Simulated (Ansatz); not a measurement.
The system is CuO.

```xyz
2
Lattice="0.0000 2.3273 2.3273 2.3273 0.0000 2.3273 2.3273 2.3273 0.0000" Properties=species:S:1:pos:R:3 pbc="T T T"
Cu    0.0000    0.0000    0.0000
O     1.1636    1.1636    1.1636
```

Measurements of this composition are mostly on another form, of space group No. 15.

Base run:

```yaml
Program: Ansatz 0.2.0
Functional: r2SCAN
Potentials_or_basis: Ansatz PAW
Cutoff: "500 eV (not typed: the program's choice for these potentials)"
k_mesh: 7 × 7 × 7
Occupations: gaussian, width 0.05 eV
Spin: collinear spin, ferromagnetic start
Starting_moments: "[0.6, 0.0] μB"
Hubbard_terms: Cu d U = 6 eV
```

Its results: band gap on the k mesh none (metal or under the smearing width); pressure -9.8 GPa; net moment 1.00 μB per cell; site moments Cu +0.46; O +0.55 μB.

Q: The run is repeated on the same cell with these changes: functional from r2SCAN to PBEsol; cutoff from 500 eV (not typed: the program's choice for these potentials) to 420 eV (not typed: the program's choice for these potentials); hubbard terms from Cu d U = 6 eV to Cu d U = 2 eV. What comes out?

A: Band gap on the k mesh none (metal or under the smearing width); pressure -14.1 GPa; net moment 0.72 μB per cell; site moments Cu +0.40; O +0.29 μB.

Several settings changed at once, so the effect can't be laid on one alone.

Caveats: the magnetic or orbital state may not be the lowest; a cell with one magnetic atom can't hold antiferromagnetic order, which such compounds often take; the PAW data sets come from PBE, with cores solved anew for the run's functional, which leaves a small shift of forces and pressure.
